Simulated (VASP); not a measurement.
# CaO (P6_3/mmc) in VASP: further runs

Runs on CaO. Level: LDA. Tasks: single point.

All numbers are computed with VASP 6.6.1; they aren't measurements. Logs are shortened: lines on timing, memory, paths and dates and some standing lists are left out, and cuts for length are marked.

## Step 1: The crystal as given

It takes space group P6_3/mmc (No. 194, hexagonal). Conventional cell: a = 4.104 Å, b = 4.104 Å, c = 4.526 Å, α = 90.00°, β = 90.00°, γ = 120.00°. Ca (site symmetry -6m2) has 5 O at 2.26 to 2.37 Å as nearest neighbours. Around O (site symmetry -6m2) lie 5 Ca at 2.26 to 2.37 Å.

The cell comes from a database or a generator and needn't be the stable form of this composition.

## Step 2: Single point, LDA

INCAR

```
SYSTEM = CaO
PREC = Accurate
ENCUT = 520
EDIFF = 1E-6
ISMEAR = 0
SIGMA = 0.05
LREAL = .FALSE.
LASPH = .TRUE.
NELM = 100
ALGO = Normal
ISIF = 2
LWAVE = .FALSE.
LCHARG = .TRUE.
LELF = .TRUE.
LVHAR = .TRUE.
NBANDS = 24
```

KPOINTS

```
Automatic mesh
0
G
  9 9 6
  0 0 0
```

POSCAR

```
CaO
1.0
    4.1044845642      0.0000000000      0.0000000000
   -2.0522422821      3.5545879020      0.0000000000
    0.0000000000      0.0000000000      4.5261190449
Ca O
2 2
Direct
    0.3333333333      0.6666666667      0.7500000000
    0.6666666667      0.3333333333      0.2500000000
    0.3333333333      0.6666666667      0.2500000000
    0.6666666667      0.3333333333      0.7500000000
```

Potentials or basis: VASP PAW LDA potentials, release 64 (Ca_sv, O).

Run with:

```bash
$ cat potpaw_LDA.64/Ca_sv/POTCAR potpaw_LDA.64/O/POTCAR > POTCAR
$ mpirun -np 1 vasp_std > vasp.out
```

OUTCAR:

```text
SYSTEM = CaO
   PREC = Accurate
   ENCUT = 520
   EDIFF = 1E-6
   ISMEAR = 0
   LREAL = .FALSE.
   LASPH = .TRUE.
   NELM = 100
   ISIF = 2

 ion  position               nearest neighbor table
   1  0.333  0.667  0.750-   3 2.26   3 2.26   4 2.37   4 2.37   4 2.37
   2  0.667  0.333  0.250-   4 2.26   4 2.26   3 2.37   3 2.37   3 2.37
   3  0.333  0.667  0.250-   1 2.26   1 2.26   2 2.37   2 2.37   2 2.37
   4  0.667  0.333  0.750-   2 2.26   2 2.26   1 2.37   1 2.37   1 2.37

  LATTYP: Found a hexagonal cell.
 ALAT       =     4.1044845642
 C/A-ratio  =     1.1027253177

  Lattice vectors:

 A1 = (   4.1044845642,   0.0000000000,   0.0000000000)
 A2 = (  -2.0522422821,   3.5545879020,   0.0000000000)
 A3 = (   0.0000000000,   0.0000000000,   4.5261190449)

Analysis of symmetry for initial positions (statically):
=====================================================================
 Subroutine PRICEL returns:
 Original cell was already a primitive cell.

 Routine SETGRP: Setting up the symmetry group for a
 hexagonal supercell.

 Subroutine GETGRP returns: Found 24 space group operations
 (whereof 12 operations were pure point group operations)
 out of a pool of 24 trial point group operations.

The static configuration has the point symmetry D_3d.
 The point group associated with its full space group is D_6h.

Analysis of symmetry for dynamics (positions and initial velocities):
=====================================================================
 Subroutine PRICEL returns:
 Original cell was already a primitive cell.

 Routine SETGRP: Setting up the symmetry group for a
 hexagonal supercell.

 Subroutine GETGRP returns: Found 24 space group operations
 (whereof 12 operations were pure point group operations)
 out of a pool of 24 trial point group operations.

The dynamic configuration has the point symmetry D_3d.
 The point group associated with its full space group is D_6h.

 Subroutine INISYM returns: Found 24 space group operations
 (whereof 12 operations are pure point group operations),
 and found     1 'primitive' translations

----------------------------------------------------------------------------------------

                                     Primitive cell

  volume of cell :      66.0350

  direct lattice vectors                    reciprocal lattice vectors
     4.104484564  0.000000000  0.000000000     0.243635951  0.140663282  0.000000000
    -2.052242282  3.554587902  0.000000000     0.000000000  0.281326564  0.000000000
     0.000000000  0.000000000  4.526119045     0.000000000  0.000000000  0.220939836

  length of vectors
     4.104484564  4.104484564  4.526119045     0.281326564  0.281326564  0.220939836

  position of ions in fractional coordinates (direct lattice)
     0.333333333  0.666666667  0.750000000
     0.666666667  0.333333333  0.250000000
     0.333333333  0.666666667  0.250000000
     0.666666667  0.333333333  0.750000000

  ion indices of the primitive-cell ions
   primitive index   ion index
                 1           1
                 2           2
                 3           3
                 4           4

----------------------------------------------------------------------------------------

 KPOINTS: Automatic mesh

Automatic generation of k-mesh.
 Grid dimensions read from file:
 generate k-points for:    9    9    6

 Generating k-lattice:

  Cartesian coordinates                     Fractional coordinates (reciprocal lattice)
     0.027070661  0.015629254  0.000000000     0.111111111  0.000000000  0.000000000
     0.000000000  0.031258507  0.000000000     0.000000000  0.111111111  0.000000000
     0.000000000  0.000000000  0.036823306     0.000000000  0.000000000  0.166666667

  Length of vectors
     0.031258507  0.031258507  0.036823306

  Shift w.r.t. Gamma in fractional coordinates (k-lattice)
     0.000000000  0.000000000  0.000000000

 Subroutine IBZKPT returns following result:
 ===========================================

 Found     48 irreducible k-points:

 Following reciprocal coordinates:
            Coordinates               Weight
  0.000000  0.000000  0.000000      1.000000
  0.111111 -0.000000  0.000000      6.000000
  0.222222 -0.000000  0.000000      6.000000
  0.333333 -0.000000  0.000000      6.000000
  0.444444 -0.000000  0.000000      6.000000
  0.111111  0.111111  0.000000      6.000000
[... 16 lines left out ...]
  0.333333  0.222222  0.166667     24.000000
  0.333333  0.333333  0.166667      4.000000
 [... further k-points ...]
   k-points           NKPTS =     48   k-points in BZ     NKDIM =     48   number of bands    NBANDS=     24
   number of dos      NEDOS =    301   number of ions     NIONS =      4
   total plane-waves  NPLWV =  36864
   dimension x,y,z NGX =    32 NGY =   32 NGZ =   36
   dimension x,y,z NGXF=    64 NGYF=   64 NGZF=   72
   ions per type =               2   2
   NGX,Y,Z   is equivalent  to a cutoff of  12.96, 12.96, 13.22 a.u.
   NGXF,Y,Z  is equivalent  to a cutoff of  25.92, 25.92, 26.45 a.u.
 SYSTEM =  CaO
   PREC   = accura    normal or accurate (medium, high low for compatibility)
   ISTART =      0    job   : 0-new  1-cont  2-samecut
   ICHARG =      2    charge: 1-file 2-atom 10-const
   ISPIN  =      1    spin polarized calculation?
   LNONCOLLINEAR =      F non collinear calculations
   LSORBIT =      F    spin-orbit coupling
   LASPH  =      T    aspherical Exc in radial PAW
   ENCUT  =  520.0 eV  38.22 Ry    6.18 a.u.   7.63  7.63  8.42*2*pi/ulx,y,z
   NELM   =    100;   NELMIN=  2; NELMDL= -5     # of ELM steps
   EDIFF  = 0.1E-05   stopping-criterion for ELM
   LREAL  =      F    real-space projection
   EDIFFG = 0.1E-04   stopping-criterion for IOM
   NSW    =      0    number of steps for IOM
   IBRION =     -1    ionic relax: 0-MD 1-quasi-New 2-CG
   NFREE  =      0    steps in history (QN), initial steepest desc. (CG)
   ISIF   =      2    stress and relaxation
   ISYM   =      2    0-nonsym 1-usesym 2-fastsym
   POTIM  = 0.5000    time-step for ionic-motion
   TEBEG  =    0.0;   TEEND  =   0.0 temperature during run
   PSTRESS=    0.0 pullay stress
   NELECT =      32.0000    total number of electrons
   NUPDOWN=      -1.0000    fix difference up-down
   EMIN   =  10.00;   EMAX   =-10.00  energy-range for DOS
   EFERMI =   0.00;   METHOD = LEGACY
   ISMEAR =     0;   SIGMA  =   0.05  broadening in eV -4-tet -1-fermi 0-gaus
   EFERMI_NEDOS =   21; number of points for ismear=-14 and -15
   IALGO  =     38    algorithm
   IMIX   =      4    mixing-type and parameters
     AMIX     =   0.40;   BMIX     =  1.00
     AMIX_MAG =   1.60;   BMIX_MAG =  1.00
  volume/ion in A,a.u.               =      16.51       111.41
  Fermi-wavevector in a.u.,A,eV,Ry     =   1.285879  2.429960 22.497037  1.653486
  Thomas-Fermi vector in A             =   2.417987
   LORBIT       =      0    0 simple, 1 ext, 2 COOP (PROOUT), +10 PAW based schemes
   GGA     = CA    functional components
   LHFCALC =     F    Hartree Fock is set to
   AEXX    =    0.0000 exact exchange contribution
   IVDW    =     0    specifies the selected vdW correction
   LEPSILON=     F    determine dielectric tensor
   LRPA    =     F    only Hartree local field effects (RPA)
 non-spin polarized calculation
 Gauss-broadening in eV      SIGMA  =   0.05
  energy-cutoff  :      520.00
  volume of cell :       66.03
 maximum number of plane-waves:      1847
 NGX is ok and might be reduce to    32

 number of electron      31.9999998 magnetization

 Free energy of the ion-electron system (eV)
  ---------------------------------------------------
  ext. energy  EPLUGINS =         0.00000000
  ---------------------------------------------------
  free energy    TOTEN  =       -27.82364750 eV

  energy without entropy =      -27.82364750  energy(sigma->0) =      -27.82364750

 E-fermi :   1.4966     XC(G=0):  -9.9221

 val. band max:        1.1683933345   @ k =   0.0000   0.0000   0.0000
 cond. band min:       3.8189580458   @ k =   0.0000   0.0000   0.0000
 fundamental gap:      2.6505647113
 Fermi energy:         1.4966192314

 k-point     1 :       0.0000    0.0000    0.0000
  band No.  band energies     occupation
      1     -36.0474      2.00000
      2     -35.8806      2.00000
      3     -17.7086      2.00000
      4     -17.4967      2.00000
      5     -17.4967      2.00000
      6     -17.2307      2.00000
[... 16 lines left out ...]
     23       9.3887      0.00000
     24       9.3906      0.00000

 k-point     2 :       0.1111   -0.0000    0.0000
  band No.  band energies     occupation
      1     -36.0419      2.00000
      2     -35.8840      2.00000
      3     -17.6913      2.00000
      4     -17.5352      2.00000
      5     -17.5078      2.00000
      6     -17.2834      2.00000
[... 16 lines left out ...]
     23       9.1390      0.00000
     24       9.5332      0.00000

 k-point     3 :       0.2222   -0.0000    0.0000
  band No.  band energies     occupation
      1     -36.0266      2.00000
      2     -35.8939      2.00000
      3     -17.6427      2.00000
      4     -17.6288      2.00000
      5     -17.5342      2.00000
      6     -17.4074      2.00000
[... 16 lines left out ...]
     23       9.5239      0.00000
     24       9.6496      0.00000
[... 514 lines left out ...]
 k-point    23 :       0.3333    0.2222    0.1667
  band No.  band energies     occupation
      1     -35.9699      2.00000
      2     -35.9370      2.00000
      3     -17.9388      2.00000
      4     -17.8587      2.00000
      5     -17.6074      2.00000
      6     -17.3196      2.00000
[... 16 lines left out ...]
     23       9.2974      0.00000
     24       9.9979      0.00000

 k-point    24 :       0.3333    0.3333    0.1667
  band No.  band energies     occupation
      1     -35.9529      2.00000
      2     -35.9529      2.00000
      3     -17.9090      2.00000
      4     -17.9090      2.00000
      5     -17.6284      2.00000
      6     -17.2599      2.00000
[... 16 lines left out ...]
     23       9.1936      0.00000
     24      10.4048      0.00000

 [... further k-points ...]

------------------------ aborting loop because EDIFF is reached ----------------------------------------

  FORCE on cell =-STRESS in cart. coord.  units (eV):
  Direction    XX          YY          ZZ          XY          YZ          ZX
  --------------------------------------------------------------------------------------
  -------------------------------------------------------------------------------------
  Total       -2.8609281     -2.8609281      1.9861129      0.0000000      0.0000000     -0.0000000
  in kB      -69.4134571    -69.4134571     48.1881943      0.0000000      0.0000000     -0.0000000
  external PRESSURE =     -30.2129067 kB  Pullay stress =       0.0000000 kB

 VOLUME and BASIS-vectors are now :
 -----------------------------------------------------------------------------
  energy-cutoff  :      520.00
  volume of cell :       66.03
      direct lattice vectors                 reciprocal lattice vectors
     4.104484564  0.000000000  0.000000000     0.243635951  0.140663282  0.000000000
    -2.052242282  3.554587902  0.000000000     0.000000000  0.281326564  0.000000000
     0.000000000  0.000000000  4.526119045     0.000000000  0.000000000  0.220939836

 POSITION                                       TOTAL-FORCE (eV/Angst)
 -----------------------------------------------------------------------------------
     -0.00000      2.36973      3.39459        -0.000000     -0.000000      0.000000
      2.05224      1.18486      1.13153        -0.000000     -0.000000      0.000000
     -0.00000      2.36973      1.13153        -0.000000     -0.000000      0.000000
      2.05224      1.18486      3.39459         0.000000      0.000000      0.000000
 -----------------------------------------------------------------------------------
    total drift:                                0.000000     -0.000000      0.000000

  FREE ENERGIE OF THE ION-ELECTRON SYSTEM (eV)
  ---------------------------------------------------
  free  energy   TOTEN  =       -27.8236475027 eV

  energy  without entropy=      -27.8236475027  energy(sigma->0) =      -27.82364750
```

It took 31 s on 1 thread of Intel Xeon 6975P-C (Granite Rapids), shared host; peak memory 0.19 GiB.

Results:

```
Free energy            : -27.8236 eV
Pressure               : -3.0 GPa
Band gap on the k mesh : 2.65 eV, direct
```

Caveat: an odd mesh through Γ misses points on the zone boundary, where band edges often lie.

## Step 3: Single point, LDA

This run uses another cell than the first one, of the same volume but with other edges.

Edit INCAR of step 2 so:

```diff
@@ -12,5 +12,3 @@
 LWAVE = .FALSE.
-LCHARG = .TRUE.
-LELF = .TRUE.
-LVHAR = .TRUE.
+LCHARG = .FALSE.
 NBANDS = 24
```

KPOINTS

```
regular mesh
0
G
  9 9 6
  0 0 0
```

POSCAR

```
CaO
1.0
    4.0466672210      0.0000000000      0.0000000000
   -2.0233336105      3.5045166141      0.0000000000
    0.0000000000      0.0000000000      4.6563781532
Ca O
2 2
Direct
    0.3333333333      0.6666666667      0.7500000000
    0.6666666667      0.3333333333      0.2500000000
    0.3333333333      0.6666666667      0.2500000000
    0.6666666667      0.3333333333      0.7500000000
```

Potentials or basis: VASP PAW LDA potentials, release 64 (Ca_sv, O).

Run with:

```bash
$ cat potpaw_LDA.64/Ca_sv/POTCAR potpaw_LDA.64/O/POTCAR > POTCAR
$ mpirun -np 1 vasp_std > vasp.out
```

Wall time 35 s (1 thread of Intel Xeon 6975P-C (Granite Rapids), shared host); peak memory 0.19 GiB.

The run converged. Its results:

| Quantity | Value |
| --- | --- |
| Free energy | -27.9185 eV |
| Pressure | -4.5 GPa |
| Band gap on the k mesh | 2.85 eV, direct |

Stress tensor (GPa, compression positive):
```
-6.05  0.00  0.00
 0.00 -6.05  0.00
 0.00  0.00 -1.33
```

Levels at points of the mesh, in eV from the valence-band top:
```csv
k point,band 12,band 13,band 14,band 15,band 16,band 17,band 18,band 19,band 20,band 21
"(0.00, 0.00, 0.00)",-1.28,-1.22,-1.22,-1.02,0.00,2.85,5.86,5.86,7.72,7.94
"(0.00, 0.00, 0.50)",-1.74,-1.41,-1.41,-1.41,-1.41,4.65,4.65,7.69,7.69,7.69
```

Caveat: an odd mesh through Γ misses points on the zone boundary, where band edges often lie.

## Step 4: Single point, LDA

This run uses another cell than the first one, of the same volume but with other edges.

INCAR

```
ALGO     = Normal         # electronic algorithm
EDIFF    = 1E-6           # SCF threshold, eV
ENCUT    = 520            # plane-wave cutoff, eV
ISIF     = 2              # what is computed and relaxed
ISMEAR   = 0              # smearing method
LASPH    = True           # aspherical terms in the spheres
LCHARG   = True           # write CHGCAR
LELF     = True           # ELF
LREAL    = False          # projectors in reciprocal space
LVHAR    = True         
LWAVE    = False          # write WAVECAR
NBANDS   = 24             # bands
NELM     = 100            # most SCF steps
PREC     = Accurate       # precision mode
SIGMA    = 0.05           # smearing width, eV
```

KPOINTS

```
k-points
0
Gamma
  9 9 6
```

POSCAR

```
CaO
1.0
    3.6576890746      0.0000000000      0.0000000000
   -1.8288445373      3.1676516578      0.0000000000
    0.0000000000      0.0000000000      5.6994067943
Ca O
2 2
Direct
    0.3333333333      0.6666666667      0.7500000000
    0.6666666667      0.3333333333      0.2500000000
    0.3333333333      0.6666666667      0.2500000000
    0.6666666667      0.3333333333      0.7500000000
```

Run with:

```bash
$ cat potpaw_LDA.64/Ca_sv/POTCAR potpaw_LDA.64/O/POTCAR > POTCAR
$ mpirun -np 1 vasp_std > vasp.out
```

It took 34 s on 1 thread of Intel Xeon 6975P-C (Granite Rapids), shared host; peak memory 0.19 GiB.

Results (log left out):

| Property | Result |
| --- | --- |
| Free energy | -26.9762 eV |
| Pressure | 5.2 GPa |
| Band gap on the k mesh | 2.74 eV, indirect (least direct gap 2.89 eV) |

Stress tensor (GPa, compression positive):
```
 13.59   0.00   0.00
  0.00  13.59   0.00
  0.00   0.00 -11.68
```

Levels at points of the mesh, in eV from the valence-band top:
| k point | band 12 | band 13 | band 14 | band 15 | band 16 | band 17 | band 18 | band 19 | band 20 | band 21 |
| --- | --- | --- | --- | --- | --- | --- | --- | --- | --- | --- |
| (0.00, 0.00, 0.00) | -1.32 | -1.32 | -1.28 | -1.28 | -0.16 | 2.74 | 6.96 | 7.10 | 7.10 | 7.64 |
| (0.00, 0.00, 0.50) | -1.33 | -1.32 | -1.32 | -1.32 | -1.32 | 5.16 | 5.16 | 7.98 | 7.98 | 7.98 |

Caveat: an odd mesh through Γ misses points on the zone boundary, where band edges often lie. As with any semilocal functional, this LDA gap is likely too small.

## Step 5: Single point, LDA

This run uses another cell than the first one, of the same volume but with other edges.

INCAR

```
SYSTEM = CaO
PREC = Accurate
ENCUT = 520
EDIFF = 1E-6
ISMEAR = 0
SIGMA = 0.05
LREAL = .False.
LASPH = .True.
NELM = 100
ALGO = Fast
ISIF = 2
LWAVE = .False.
LCHARG = .False.
GGA = CA
NBANDS = 24
```

KPOINTS

```
regular mesh
0
Gamma
  9 9 6
  0 0 0
```

POSCAR

```
CaO
1.0
    3.9275778565      0.0000000000      0.0000000000
   -1.9637889282      3.4013821991      0.0000000000
    0.0000000000      0.0000000000      4.9430342571
Ca O
2 2
Direct
    0.3333333333      0.6666666667      0.7500000000
    0.6666666667      0.3333333333      0.2500000000
    0.3333333333      0.6666666667      0.2500000000
    0.6666666667      0.3333333333      0.7500000000
```

Run with:

```bash
$ cat potpaw_LDA.64/Ca_sv/POTCAR potpaw_LDA.64/O/POTCAR > POTCAR
$ mpirun -np 1 vasp_std > vasp.out
```

It took 74 s on 1 thread of Intel Xeon 6975P-C (Granite Rapids), shared host; peak memory 0.19 GiB.

The run converged. Its results:

| Property | Result |
| --- | --- |
| Free energy | -27.8930 eV |
| Pressure | -5.1 GPa |
| Band gap on the k mesh | 3.11 eV, direct |

Stress tensor (GPa, compression positive):
```
-3.05  0.00  0.00
 0.00 -3.05  0.00
 0.00  0.00 -9.13
```

Levels at points of the mesh, in eV from the valence-band top:
| k point | band 14 | band 15 | band 16 | band 17 | band 18 | band 19 |
| --- | --- | --- | --- | --- | --- | --- |
| (0.00, 0.00, 0.00) | -1.15 | -1.15 | 0.00 | 3.11 | 6.19 | 6.19 |
| (0.00, 0.00, 0.50) | -1.24 | -1.24 | -1.24 | 4.98 | 4.98 | 7.69 |

Caveat: an odd mesh through Γ misses points on the zone boundary, where band edges often lie.
